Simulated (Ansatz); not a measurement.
# AlCo (rocksalt type): the cost of one run

Computed with Ansatz 0.2.0 (DFT PBE, with the methods named in each step, unless a step's input says otherwise).

## (1) Starting point

The structure is cubic, space group Fm-3m (No. 225). Conventional cell: a = 4.828 Å, b = 4.828 Å, c = 4.828 Å, α = 90.00°, β = 90.00°, γ = 90.00°. Co (site symmetry m-3m) is surrounded by 6 Al at 2.41 Å. Al (site symmetry m-3m) is surrounded by 6 Co at 2.41 Å.

Structure file:

```cif
data_structure
_symmetry_space_group_name_H-M 'P 1'
_symmetry_Int_Tables_number 1
_cell_length_a 3.4136
_cell_length_b 3.4136
_cell_length_c 3.4136
_cell_angle_alpha 60.000
_cell_angle_beta 60.000
_cell_angle_gamma 60.000
_cell_volume 28.13
loop_
_atom_site_label
_atom_site_type_symbol
_atom_site_fract_x
_atom_site_fract_y
_atom_site_fract_z
_atom_site_occupancy
Co1 Co 0.00000 0.00000 0.00000 1
Al1 Al 0.50000 0.50000 0.50000 1
```

Whether this phase is the stable one at these pressures isn't tested.

Atoms are numbered in the order of the input: Co1, Al2.

## (2) Cell relaxed at zero pressure, PAW

Contents of input.yaml:

```yaml
crystal:
  lattice:
    - [0.0, 2.4137972614, 2.4137972614]
    - [2.4137972614, 0.0, 2.4137972614]
    - [2.4137972614, 2.4137972614, 0.0]
  atoms:
    - { symbol: Co, position: [0.0, 0.0, 0.0] }
    - { symbol: Al, position: [0.5, 0.5, 0.5] }
kpoints:
  mp_grid: { grid: [15, 15, 15] }
scf:
  occupations: { method: fermi_dirac, width: 0.05 }
hamiltonian:
  xc: pbe
  pseudopotentials: { kind: paw }
output:
  forces: true
  stress: true
relax:
  f_tol: 0.005
  max_steps: 40
  cell: {}
```

The run is started by

```bash
$ ansatz run input.yaml --threads 1 --pin off --max-ram 2048MiB --backend cpu --events-out ev --progress --plain --runs-dir out
```

What time and memory should one allow on 1 thread of Intel Xeon Platinum 8488C (Sapphire Rapids), shared host?

About 7.9 s, with a peak of 0.39 GiB.
